**Question.** I calculated PbSe with five density functionals, always in the same rock-salt cell with the atoms at the same places. The program reports these pressures:

Plane-wave PAW DFT with GPAW 26.7.0 for rock-salt PbSe in a fixed cell (cubic edge 6.121 Å), without spin polarisation or dispersion correction: cutoff 600 eV, 6×6×6 k mesh for the 2-atom cell, Fermi-Dirac smearing of 0.05 eV. Pressure is positive in compression and excludes spin-orbit coupling, which was applied only after the SCF.

```tsv
functional	potentials	pressure (GPa)
PBEsol	PAW-data-sets-made-by gpaw-setup-for-the-functional	-0.800
revPBE	GPAW-PAW-data-sets-(gpaw-data-1.2.1)	3.460
RPBE	GPAW-PAW-data-sets-(gpaw-data-1.2.1)	3.970
r2SCAN	GPAW-PAW-data-sets-(gpaw-data-1.2.1)	1.320
SOGGA	PAW-data-sets-made-by gpaw-setup-for-the-functional	-0.910
```

1. I applied no pressure, so what does the number mean?
2. Why does one functional push outwards and another pull inwards?
3. Where does r2SCAN belong, and why?
4. How much cell length is at stake, and would a stiffer crystal give the same pressures?
5. Which digits can I trust, and is the functional nearest to zero the best?
6. Do the band gaps follow the pressures?
7. Why does spin-orbit coupling turn the order of the gaps upside down?

**Answer.**

### 1. What does the pressure mean?

It is the force per area with which the crystal strains against a cell that you have fixed. A positive value means that the functional finds the cell too small and would expand it if the cell were set free. A negative value means that it would contract. By symmetry the atoms feel no forces, so the mismatch shows only in the pressure.

### 2. Why do some functionals push outwards?

Four of the five, all except r2SCAN, describe exchange through the local density and its gradient. Consider two limits. In a uniform electron gas there is no gradient and the gradient term gives no energy. In well-separated atoms the density falls off steeply, and the term lowers the energy most.

A crystal lies between these limits. Compressing it fills the thin regions between the ions with density, makes the gradients there less steep for the density present, and so loses part of that energy. The more a functional rewards gradients, the more it resists compression.

RPBE and revPBE were built with a strong reward, which suits the energies of molecules and adsorbates. PBEsol and SOGGA keep the weaker term that holds for a slowly varying electron gas. The table agrees: the first two lie at 3.97 and 3.46 GPa, the other two slightly below zero. The cause itself comes from theory, since no run changes the gradient term alone. By the same reasoning the local density approximation, which has no gradient term, should pull inwards still more, and it is indeed known for short lattices.

### 3. Where does r2SCAN belong?

It lies almost halfway, 2.12 GPa above PBEsol and 2.14 GPa below revPBE. Besides the gradient, r2SCAN uses the kinetic-energy density of the orbitals. This lets it tell a covalent bond from the weak overlap of closed shells, even where the gradients are alike. It therefore need not choose one strength of the gradient term for atoms and solids together. That this explains its middle place in PbSe is plausible, but a single row cannot prove it.

### 4. How much cell length is at stake?

The pressure becomes a length once the stiffness is known. Let $P$ be the pressure in the table, $B$ the bulk modulus, $V$ the volume and $a$ the cell edge. For small changes the crystal expands until $\Delta V/V = P/B$. Because $V=a^3$, the relative change of the edge is a third of that:

$$\frac{\Delta a}{a}\approx\frac{P}{3B}.$$

I take $B\approx 50$ GPa for PbSe, a rough recalled value, in all five rows. For RPBE this gives $3.97/(3\times 50)=0.026$, so the edge of 6.12 Å would grow by 2.6 %, or about 0.16 Å. For PBEsol it would shrink by about 0.5 %. The printed output below holds the same estimate for every row.

No relaxed cell is at hand to test these lengths. The estimate should be best for small pressures. A crystal softens as it expands, so for RPBE and revPBE the true growth is probably larger.

The formula also answers your question about a stiffer crystal. MgO has the same structure but is roughly three times as stiff, so an equal relative error in length would show up as roughly three times the pressure. Compare functionals across materials by the length they want, not by their pressures.

### 5. Which digits count?

The split between the outward and inward groups is safe to use as a description of these runs. The order of PBEsol and SOGGA is less certain. They differ by only 0.11 GPa, which the estimate turns into about 0.004 Å. Stress reacts sensitively to the plane-wave cutoff and the k mesh, and no convergence test is given for either. Both rows share these settings, so much of the error should cancel in their difference, but nothing here shows how much remains.

The potentials are a second reason for care. PBEsol and SOGGA use data sets generated for the functional, while the other three use the standard library. Part of the step between the groups could come from this change, and no run separates the two. For r2SCAN the atomic core was most likely prepared with a different functional.

The functional nearest to zero is not automatically the best. These are static calculations, without the atomic vibrations that expand a real crystal. If your cell was measured at room temperature, a perfect functional should want a slightly smaller one and show a negative pressure. For PbSe this thermal expansion is roughly half a per cent in length, about as much as PBEsol asks for. The pressures also lack spin-orbit coupling, which was added only to the bands afterwards.

### 6. Do the band gaps follow the pressures?

Only in part. Without spin-orbit coupling, the gaps of the four gradient functionals rise in the same order as their pressures, from 0.15 eV for SOGGA to 0.32 eV for RPBE. Then r2SCAN breaks the pattern with the widest gap, 0.53 eV, at a middle pressure.

The two quantities ask different things of a functional. Pressure tells how the total energy changes with volume, whereas the gap is a distance between orbital energies in one fixed cell. In r2SCAN the potential acts on each orbital through the kinetic-energy density as well, which commonly widens gaps. A functional can therefore change the gap a good deal without a matching change in the preferred volume.

### 7. Why does spin-orbit coupling reverse the order?

With the coupling included, r2SCAN has the smallest gap, 0.15 eV, and SOGGA the largest, 0.47 eV. The likely reason is that the band edges have crossed. In the usual picture of PbSe, the lowest empty state at the L point of the Brillouin zone comes mainly from lead p orbitals, and the highest filled state mainly from selenium p orbitals. Lead is heavy, so the coupling pulls its state down strongly.

Call the gap without coupling $g$ and the relative shift of the two states $D$. If $D$ is smaller than $g$, the gap merely shrinks to $g-D$. If $D$ is larger, the lead state drops below the selenium state and a gap of $D-g$ opens on the other side. In that case $D$ is the sum of the two gaps, 0.63 to 0.68 eV in these rows. It varies much less than $g$, so the widest initial gap leaves the narrowest final one, which is the reversal you see.

The band edges support this reading. If they have crossed, the former empty state falls by 0.61 to 0.67 eV in every row, and the former filled state rises by only about 0.01 eV. If they had kept their order, the filled state would have to fall by 0.14 eV in one row and by 0.46 eV in another, with no evident reason. The regular shifts make a crossing very likely, though the orbital character of the states should still be checked to confirm it.

Do not take these final gaps as predictions for the material. The splittings are known to come out too wide in these runs, which favours a crossing, and for r2SCAN the coupling was computed without the exchange-correlation part of the potential. Once bands have crossed, the smallest gap may also lie close to L, between the points of the mesh. Real PbSe is known to have the uncrossed order, with a gap of very roughly 0.2 eV. The r2SCAN value thus looks reasonable in size while probably belonging to the wrong order of bands.

Printed output of the fit:

```
Linear estimate of the edge change each functional wants:
     row  pressure_GPa  edge_change_percent  edge_change_A
  PBEsol          -0.8              -0.5333       -0.03265
  revPBE          3.46                2.307         0.1412
    RPBE          3.97                2.647          0.162
  r2SCAN          1.32                 0.88        0.05387
   SOGGA         -0.91              -0.6067       -0.03714
Spread of all pressures, GPa: 4.88
RPBE less revPBE, GPa: 0.51
revPBE less r2SCAN, GPa: 2.14
r2SCAN less PBEsol, GPa: 2.12
PBEsol less SOGGA, GPa: 0.11
Edge difference between PBEsol and SOGGA by the same estimate, angstrom: 0.004489
Gaps on the mesh in eV:
     row  without_spin_orbit  with_spin_orbit  sum_of_both
  PBEsol              0.1578           0.4687       0.6265
  revPBE              0.3017           0.3573        0.659
    RPBE              0.3243             0.34       0.6643
  r2SCAN               0.528            0.154        0.682
   SOGGA              0.1531           0.4724       0.6255
Shifts of the band edges by spin-orbit coupling in eV:
     row  valence_if_order_kept  conduction_if_order_kept  valence_if_crossed  conduction_if_crossed
  PBEsol                -0.4541                   -0.1432             0.01459                -0.6119
  revPBE                -0.3433                   -0.2877             0.01401                 -0.645
    RPBE                -0.3261                   -0.3105             0.01386                -0.6505
  r2SCAN                -0.1414                   -0.5154             0.01263                -0.6694
   SOGGA                -0.4578                   -0.1386             0.01456                 -0.611
Range of the valence shift if the order is kept, eV: 0.3165
Range of the conduction shift if the order is kept, eV: 0.3768
Range of the valence shift if the edges cross, eV: 0.001959
Range of the conduction shift if the edges cross, eV: 0.05841
```
